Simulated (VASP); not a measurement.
# Li (P-1) in VASP: a series of runs

The runs below take Li through single point, with PBE.

Program: VASP 6.6.1. These are calculated values, not measurements. Logs are shortened: lines on timing, memory, paths and dates and some standing lists are left out, and cuts for length are marked.

### 1 The structure

The typed cell holds 2 atoms: a = 3.111 Å, b = 3.111 Å, c = 5.093 Å, α = 90.00°, β = 90.00°, γ = 120.00°.

This isn't the form of Li at room conditions, which is bcc.

### 2 Single point, PBE

Input file INCAR:

```
SYSTEM = Li
ALGO = Fast ; EDIFF = 1E-6
ENCUT = 520 ; GGA = PE
ISIF = 2 ; ISMEAR = -1
LASPH = .TRUE. ; LCHARG = .FALSE.
LREAL = .FALSE. ; LWAVE = .FALSE.
NBANDS = 10 ; NELM = 100
PREC = Accurate ; SIGMA = 0.05
```

Input file KPOINTS:

```
k-points
0
G
  6 6 3
  0 0 0
```

Input file POSCAR:

```
Li
1.0
    3.1110000000      0.0000000000      0.0000000000
   -1.5555000000      2.6942050312      0.0000000000
    0.0000000000      0.0000000000      5.0930000000
Li
2
Direct
    0.6465200000      0.3417880000      0.7477250000
    0.3151100000      0.6389100000      0.2394410000
```

Potentials or basis: VASP PAW PBE potentials, release 64 (Li_sv).

On the command line:

```sh
$ cat potpaw_PBE.64/Li_sv/POTCAR > POTCAR
$ mpirun -np 1 vasp_std > vasp.out
```

OUTCAR:

```text
SYSTEM = Li
   EDIFF = 1E-6
   ENCUT = 520
   GGA = PE
   ISIF = 2
   ISMEAR = -1
   LASPH = .TRUE.
   LREAL = .FALSE.
   NELM = 100
   PREC = Accurate

 ion  position               nearest neighbor table
   1  0.647  0.342  0.748-
   2  0.315  0.639  0.239-

  LATTYP: Found a hexagonal cell.
 ALAT       =     3.1110000000
 C/A-ratio  =     1.6370941819

  Lattice vectors:

 A1 = (   3.1110000000,   0.0000000000,   0.0000000000)
 A2 = (  -1.5555000000,   2.6942050312,   0.0000000000)
 A3 = (   0.0000000000,   0.0000000000,   5.0930000000)

Analysis of symmetry for initial positions (statically):
=====================================================================
 Subroutine PRICEL returns:
 Original cell was already a primitive cell.

 Routine SETGRP: Setting up the symmetry group for a
 hexagonal supercell.

 Subroutine GETGRP returns: Found  2 space group operations
 (whereof  1 operations were pure point group operations)
 out of a pool of 24 trial point group operations.

The static configuration has the point symmetry C_1 .
 The point group associated with its full space group is S_2 .

Analysis of symmetry for dynamics (positions and initial velocities):
=====================================================================
 Subroutine PRICEL returns:
 Original cell was already a primitive cell.

 Routine SETGRP: Setting up the symmetry group for a
 hexagonal supercell.

 Subroutine GETGRP returns: Found  2 space group operations
 (whereof  1 operations were pure point group operations)
 out of a pool of 24 trial point group operations.

The dynamic configuration has the point symmetry C_1 .
 The point group associated with its full space group is S_2 .

 Subroutine INISYM returns: Found  2 space group operations
 (whereof  1 operations are pure point group operations),
 and found     1 'primitive' translations

----------------------------------------------------------------------------------------

                                     Primitive cell

  volume of cell :      42.6879

  direct lattice vectors                    reciprocal lattice vectors
     3.111000000  0.000000000  0.000000000     0.321440051  0.185583500  0.000000000
    -1.555500000  2.694205031  0.000000000     0.000000000  0.371167000  0.000000000
     0.000000000  0.000000000  5.093000000     0.000000000  0.000000000  0.196347929

  length of vectors
     3.111000000  3.111000000  5.093000000     0.371167000  0.371167000  0.196347929

  position of ions in fractional coordinates (direct lattice)
     0.646520000  0.341788000  0.747725000
     0.315110000  0.638910000  0.239441000

  ion indices of the primitive-cell ions
   primitive index   ion index
                 1           1
                 2           2

----------------------------------------------------------------------------------------

 KPOINTS: k-points

Automatic generation of k-mesh.
 Grid dimensions read from file:
 generate k-points for:    6    6    3

 Generating k-lattice:

  Cartesian coordinates                     Fractional coordinates (reciprocal lattice)
     0.053573342  0.030930583  0.000000000     0.166666667  0.000000000  0.000000000
     0.000000000  0.061861167  0.000000000     0.000000000  0.166666667  0.000000000
     0.000000000  0.000000000  0.065449310     0.000000000  0.000000000  0.333333333

  Length of vectors
     0.061861167  0.061861167  0.065449310

  Shift w.r.t. Gamma in fractional coordinates (k-lattice)
     0.000000000  0.000000000  0.000000000

 Subroutine IBZKPT returns following result:
 ===========================================

 Found     56 irreducible k-points:

 Following reciprocal coordinates:
            Coordinates               Weight
  0.000000  0.000000  0.000000      1.000000
  0.166667  0.000000  0.000000      2.000000
  0.000000  0.166667  0.000000      2.000000
 -0.166667  0.166667  0.000000      2.000000
  0.333333  0.000000  0.000000      2.000000
  0.000000  0.333333  0.000000      2.000000
[... 16 lines left out ...]
  0.000000  0.166667  0.333333      2.000000
 -0.166667  0.166667  0.333333      2.000000
 [... further k-points ...]
   k-points           NKPTS =     56   k-points in BZ     NKDIM =     56   number of bands    NBANDS=     10
   number of dos      NEDOS =    301   number of ions     NIONS =      2
   total plane-waves  NPLWV =  23040
   dimension x,y,z NGX =    24 NGY =   24 NGZ =   40
   dimension x,y,z NGXF=    48 NGYF=   48 NGZF=   80
   ions per type =               2
   NGX,Y,Z   is equivalent  to a cutoff of  12.83, 12.83, 13.06 a.u.
   NGXF,Y,Z  is equivalent  to a cutoff of  25.65, 25.65, 26.11 a.u.
 SYSTEM =  Li
   PREC   = accura    normal or accurate (medium, high low for compatibility)
   ISTART =      0    job   : 0-new  1-cont  2-samecut
   ICHARG =      2    charge: 1-file 2-atom 10-const
   ISPIN  =      1    spin polarized calculation?
   LNONCOLLINEAR =      F non collinear calculations
   LSORBIT =      F    spin-orbit coupling
   LASPH  =      T    aspherical Exc in radial PAW
   ENCUT  =  520.0 eV  38.22 Ry    6.18 a.u.   5.78  5.78  9.47*2*pi/ulx,y,z
   NELM   =    100;   NELMIN=  2; NELMDL= -5     # of ELM steps
   EDIFF  = 0.1E-05   stopping-criterion for ELM
   LREAL  =      F    real-space projection
   EDIFFG = 0.1E-04   stopping-criterion for IOM
   NSW    =      0    number of steps for IOM
   IBRION =     -1    ionic relax: 0-MD 1-quasi-New 2-CG
   NFREE  =      0    steps in history (QN), initial steepest desc. (CG)
   ISIF   =      2    stress and relaxation
   ISYM   =      2    0-nonsym 1-usesym 2-fastsym
   POTIM  = 0.5000    time-step for ionic-motion
   TEBEG  =    0.0;   TEEND  =   0.0 temperature during run
   PSTRESS=    0.0 pullay stress
   NELECT =       6.0000    total number of electrons
   NUPDOWN=      -1.0000    fix difference up-down
   EMIN   =  10.00;   EMAX   =-10.00  energy-range for DOS
   EFERMI =   0.00;   METHOD = LEGACY
   ISMEAR =    -1;   SIGMA  =   0.05  broadening in eV -4-tet -1-fermi 0-gaus
   EFERMI_NEDOS =   21; number of points for ismear=-14 and -15
   IALGO  =     68    algorithm
   IMIX   =      4    mixing-type and parameters
     AMIX     =   0.40;   BMIX     =  1.00
     AMIX_MAG =   1.60;   BMIX_MAG =  1.00
  volume/ion in A,a.u.               =      21.34       144.04
  Fermi-wavevector in a.u.,A,eV,Ry     =   0.851185  1.608506  9.857630  0.724515
  Thomas-Fermi vector in A             =   1.967278
   LORBIT       =      0    0 simple, 1 ext, 2 COOP (PROOUT), +10 PAW based schemes
   GGA     = PE    functional components
   LHFCALC =     F    Hartree Fock is set to
   AEXX    =    0.0000 exact exchange contribution
   IVDW    =     0    specifies the selected vdW correction
   LEPSILON=     F    determine dielectric tensor
   LRPA    =     F    only Hartree local field effects (RPA)
 non-spin polarized calculation
 RMM-DIIS sequential band-by-band and
  energy-cutoff  :      520.00
  volume of cell :       42.69
 maximum number of plane-waves:      1164
   NGX = 11   NGY = 11   NGZ = 19

 number of electron       6.0000006 magnetization

 Free energy of the ion-electron system (eV)
  ---------------------------------------------------
  ext. energy  EPLUGINS =         0.00000000
  ---------------------------------------------------
  free energy    TOTEN  =        -3.75571726 eV

  energy without entropy =       -3.73629328  energy(sigma->0) =       -3.74600527

 E-fermi :   0.4590     XC(G=0):  -6.9196

 val. band max:        0.4128925341   @ k =   0.5000   0.0000   0.0000
 cond. band min:       0.4651918534   @ k =   0.5000   0.1667  -0.3333
 fundamental gap:      0.0522993193
 Fermi energy:         0.4589810544

 k-point     1 :       0.0000    0.0000    0.0000
  band No.  band energies     occupation
      1     -46.1378      2.00000
      2     -46.1232      2.00000
      3      -3.0086      2.00000
      4       0.4778      0.81373
      5       3.2199      0.00000
      6      12.4073      0.00000
      7      12.6604      0.00000
      8      13.6595      0.00000
      9      14.0858      0.00000
     10      14.4042      0.00000

 k-point     2 :       0.1667    0.0000    0.0000
  band No.  band energies     occupation
      1     -46.1346      2.00000
      2     -46.1217      2.00000
      3      -2.5745      2.00000
      4       1.0413      0.00002
      5       3.3876      0.00000
      6       9.3925      0.00000
      7      10.7598      0.00000
      8      13.4608      0.00000
      9      13.5447      0.00000
     10      13.7779      0.00000

 k-point     3 :       0.0000    0.1667    0.0000
  band No.  band energies     occupation
      1     -46.1347      2.00000
      2     -46.1216      2.00000
      3      -2.5745      2.00000
      4       1.0403      0.00002
      5       3.3974      0.00000
      6       9.3555      0.00000
      7      10.7288      0.00000
      8      13.5163      0.00000
      9      13.6334      0.00000
     10      14.3317      0.00000

 k-point     4 :      -0.1667    0.1667    0.0000
  band No.  band energies     occupation
      1     -46.1345      2.00000
      2     -46.1218      2.00000
      3      -2.5745      2.00000
      4       1.0424      0.00002
      5       3.3777      0.00000
      6       9.4318      0.00000
      7      10.7613      0.00000
      8      13.4385      0.00000
      9      13.5218      0.00000
     10      13.9312      0.00000
[... 222 lines left out ...]
 k-point    22 :       0.1667    0.0000    0.3333
  band No.  band energies     occupation
      1     -46.1314      2.00000
      2     -46.1248      2.00000
      3      -2.0858      2.00000
      4      -0.6327      2.00000
      5       6.1632      0.00000
      6       9.6274      0.00000
      7      11.1716      0.00000
      8      11.3263      0.00000
      9      11.5716      0.00000
     10      12.8230      0.00000

 k-point    23 :       0.0000    0.1667    0.3333
  band No.  band energies     occupation
      1     -46.1315      2.00000
      2     -46.1248      2.00000
      3      -2.0849      2.00000
      4      -0.6311      2.00000
      5       6.1493      0.00000
      6       9.6324      0.00000
      7      11.1346      0.00000
      8      11.2951      0.00000
      9      11.6497      0.00000
     10      12.8566      0.00000

 k-point    24 :      -0.1667    0.1667    0.3333
  band No.  band energies     occupation
      1     -46.1314      2.00000
      2     -46.1249      2.00000
      3      -2.0864      2.00000
      4      -0.6343      2.00000
      5       6.1624      0.00000
      6       9.7430      0.00000
      7      11.0452      0.00000
      8      11.3204      0.00000
      9      11.5389      0.00000
     10      12.8493      0.00000

 [... further k-points ...]
[... 5 lines left out ...]
  --------------------------------------------------------------------------------------
  -------------------------------------------------------------------------------------
  Total       -0.0748497     -0.1500524     -0.2318372     -0.0130151      0.0029578     -0.0022618
  in kB       -2.8092893     -5.6318265     -8.7014053     -0.4884863      0.1110118     -0.0848910
  external PRESSURE =      -5.7141737 kB  Pullay stress =       0.0000000 kB

 VOLUME and BASIS-vectors are now :
 -----------------------------------------------------------------------------
  energy-cutoff  :      520.00
  volume of cell :       42.69
      direct lattice vectors                 reciprocal lattice vectors
     3.111000000  0.000000000  0.000000000     0.321440051  0.185583500  0.000000000
    -1.555500000  2.694205031  0.000000000     0.000000000  0.371167000  0.000000000
     0.000000000  0.000000000  5.093000000     0.000000000  0.000000000  0.196347929

 POSITION                                       TOTAL-FORCE (eV/Angst)
 -----------------------------------------------------------------------------------
      1.47967      0.92085      3.80816         0.009881     -0.013989     -0.046939
     -0.01352      1.72135      1.21947        -0.009881      0.013989      0.046939
 -----------------------------------------------------------------------------------
    total drift:                                0.000006      0.000004      0.000003

  FREE ENERGIE OF THE ION-ELECTRON SYSTEM (eV)
  ---------------------------------------------------
  free  energy   TOTEN  =        -3.7557172603 eV

  energy  without entropy=       -3.7362932783  energy(sigma->0) =       -3.74600527
```

It took 33 s on 1 thread of Intel Xeon Platinum 8259CL at 2.50GHz (Skylake/Cascade Lake), shared host; peak memory 0.15 GiB.

Results:

```yaml
Free_energy: -3.7557 eV
Largest_force: 0.050 eV/Å
Band_gap_on_the_k_mesh: none (metal or under the smearing width)
```

Forces on the atoms (eV/Å):
```
Li   0.010 -0.014 -0.047
Li  -0.010  0.014  0.047
```

Caveat: the k mesh is coarse (spacing up to 0.41 Å⁻¹), so the values aren't converged; the cutoff is under 1.25 times the usual one of these potentials, so pressure, stress and relaxed cells hold a basis-set (Pulay) error.

### 3 Single point, PBE

Input file INCAR:

```
SYSTEM = Li
PREC     = Accurate       ! precision mode
ENCUT    = 520            ! plane-wave cutoff, eV
EDIFF    = 1E-6           ! SCF threshold, eV
ISMEAR   = -1             ! smearing method
SIGMA    = 0.05           ! smearing width, eV
LREAL    = .False.        ! projectors in reciprocal space
LASPH    = .True.         ! aspherical terms in the spheres
NELM     = 100            ! most SCF steps
ALGO     = Fast           ! electronic algorithm
ISIF     = 2              ! what is computed and relaxed
LWAVE    = .False.        ! write WAVECAR
LCHARG   = .False.        ! write CHGCAR
GGA      = PE             ! functional
NBANDS   = 10             ! bands
```

Input file KPOINTS:

```
Automatic mesh
0
Gamma
  6 6 3
  0 0 0
```

POSCAR is that of step 2.

Potentials or basis: VASP PAW PBE potentials, release 64 (Li_sv).

On the command line:

```sh
$ cat potpaw_PBE.64/Li_sv/POTCAR > POTCAR
$ mpirun -np 1 vasp_std > vasp.out
```

Run time: 22 s. Hardware: 1 thread of Intel Xeon Platinum 8259CL at 2.50GHz (Skylake/Cascade Lake), shared host; peak memory 0.15 GiB.

The run converged. Its results:

| Item | Value |
| --- | --- |
| Free energy | -3.7557 eV |
| Largest force | 0.050 eV/Å |
| Band gap on the k mesh | none (metal or under the smearing width) |

Forces in eV/Å, atoms in the order of the input:
```
Li   0.010 -0.014 -0.047
Li  -0.010  0.014  0.047
```

Levels at points of the mesh, in eV from the Fermi level:
| k point | band 1 | band 2 | band 3 | band 4 | band 5 | band 6 | band 7 | band 8 |
| --- | --- | --- | --- | --- | --- | --- | --- | --- |
| (0.00, 0.00, 0.00) | -46.60 | -46.58 | -3.47 | 0.02 | 2.76 | 11.95 | 12.20 | 13.20 |
| (0.50, 0.00, 0.00) | -46.58 | -46.58 | -0.05 | 1.02 | 4.55 | 5.69 | 5.99 | 7.60 |
| (0.00, 0.50, 0.00) | -46.58 | -46.58 | -0.11 | 1.16 | 4.45 | 5.76 | 5.83 | 7.71 |
| (0.50, 0.50, 0.00) | -46.58 | -46.58 | 0.04 | 0.86 | 4.68 | 5.53 | 6.26 | 7.45 |

Caveat: the k mesh is coarse (spacing up to 0.41 Å⁻¹), so the values aren't converged; the cutoff is under 1.25 times the usual one of these potentials, so pressure, stress and relaxed cells hold a basis-set (Pulay) error.

### 4 Single point, PBE

Input file INCAR:

```
PREC = Accurate
ENCUT = 520
EDIFF = 1E-7
ISMEAR = -1
SIGMA = 0.05
LREAL = F
LASPH = T
NELM = 100
ALGO = Normal
ISIF = 2
LWAVE = F
LCHARG = F
GGA = PE
NBANDS = 10
```

Input file KPOINTS:

```
regular mesh
0
Gamma
  10 10 5
```

Input file POSCAR:

```
Li
1.0
    3.1110000000      0.0000000000      0.0000000000
   -1.5555000000      2.6942050312      0.0000000000
    0.0000000000      0.0000000000      5.0930000000
Li
2
Direct
    0.6666666667      0.3333333333      0.7500000000
    0.3333333333      0.6666666667      0.2500000000
```

On the command line:

```sh
$ cat potpaw_PBE.64/Li_sv/POTCAR > POTCAR
$ mpirun -np 1 vasp_std > vasp.out
```

Wall time 7.1 s (1 thread of Intel Xeon 6975P-C (Granite Rapids), shared host); peak memory 0.15 GiB.

The run converged. Its results:

* Free energy: -3.8117 eV
* Band gap on the k mesh: none (metal or under the smearing width)

Levels at points of the mesh, in eV from the Fermi level:
```
           k point  band 1  band 2  band 3  band 4  band 5  band 6  band 7  band 8
(0.00, 0.00, 0.00)  -46.61  -46.59   -3.48    0.00    2.75   12.05   12.05   13.40
(0.50, 0.00, 0.00)  -46.59  -46.59   -0.05    1.00    4.54    5.67    5.99    7.58
```

Caveat: the cutoff is under 1.25 times the usual one of these potentials, so pressure, stress and relaxed cells hold a basis-set (Pulay) error.

### 5 Single point, PBE (volume scaled by 1.06)

Input file INCAR:

```
SYSTEM = Li
PREC = Accurate
ENCUT = 520
EDIFF = 1E-7
ISMEAR = -1
SIGMA = 0.05
LREAL = .False.
LASPH = .True.
NELM = 100
ALGO = Normal
ISIF = 2
LWAVE = .False.
LCHARG = .True.
GGA = PE
LELF = .True.
LVHAR = .True.
NBANDS = 10
```

Input file KPOINTS:

```
Automatic mesh
0
Gamma
  10 10 5
  0 0 0
```

Input file POSCAR:

```
Li
1.0
    3.1720154906      0.0000000000      0.0000000000
   -1.5860077453      2.7470459960      0.0000000000
    0.0000000000      0.0000000000      5.1928881046
Li
2
Direct
    0.6666666667      0.3333333333      0.7500000000
    0.3333333333      0.6666666667      0.2500000000
```

On the command line:

```sh
$ cat potpaw_PBE.64/Li_sv/POTCAR > POTCAR
$ mpirun -np 1 vasp_std > vasp.out
```

Wall time 8.2 s (1 thread of Intel Xeon 6975P-C (Granite Rapids), shared host); peak memory 0.15 GiB.

Results (log left out):

| Property | Result |
| --- | --- |
| Free energy | -3.7962 eV |
| Band gap on the k mesh | none (metal or under the smearing width) |

Levels at points of the mesh, in eV from the Fermi level:
| k point | band 1 | band 2 | band 3 | band 4 | band 5 | band 6 |
| --- | --- | --- | --- | --- | --- | --- |
| (0.00, 0.00, 0.00) | -46.71 | -46.70 | -3.40 | 0.03 | 2.58 | 11.57 |
| (0.50, 0.00, 0.00) | -46.70 | -46.69 | -0.04 | 0.94 | 4.38 | 5.49 |

Caveat: the cutoff is under 1.25 times the usual one of these potentials, so pressure, stress and relaxed cells hold a basis-set (Pulay) error.

### 6 The runs side by side

| cell | k mesh | mesh quality | gap on the mesh (eV) |
| --- | --- | --- | --- |
| P-1, 21.34 Å³/atom | 6 × 6 × 3 | coarse | none |
| P6_3/mmc, 21.34 Å³/atom | 10 × 10 × 5 | not flagged | none |
| volume scaled by 1.06 | 10 × 10 × 5 | not flagged | none |

Some of these runs hold the atoms at other places in the same cell, which the table doesn't show; runs alike in all that it shows share one row.

Alike in all rows: task single point; level PBE; potentials or basis VASP PAW PBE potentials, release 64 (Li_sv); no spin polarisation; cutoff (eV) 520; smearing fermi-dirac 0.05 eV.

Caveats: some runs use coarse meshes; the cutoff is under 1.25 times the usual one of these potentials, so pressure, stress and relaxed cells hold a basis-set (Pulay) error.

Total energies depend on the potentials used, so only differences within one code and one set of settings carry meaning.
